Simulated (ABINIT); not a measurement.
CsPbCl3:

```
Pb Cs Cl
1.0
     5.60500    0.00000    0.00000
     0.00000    5.60500    0.00000
     0.00000    0.00000    5.60500
Pb Cs Cl
1 1 3
Direct
  0.50000 0.50000 0.50000
  0.00000 0.00000 0.00000
  0.50000 0.00000 0.50000
  0.00000 0.50000 0.50000
  0.50000 0.50000 0.00000
```

Base run:

- Program: ABINIT 10.8.3 (patched build)
- Functional: revPBE
- Potentials or basis: JTH PAW PBE v2.0
- Cutoff: 680 eV
- k mesh: 5 × 5 × 5
- Occupations: fermi-dirac, width 0.05 eV
- Spin: no spin polarisation

Its results: pressure 2.8 GPa.

The run is repeated on the same cell with these changes: functional from revPBE to PBE. What comes out?

Pressure 1.6 GPa.

PBE binds more tightly than revPBE, so the same cell stands under less pressure.

Caveats: the PAW data sets were made with another functional, which shifts forces and pressure a little (some runs).
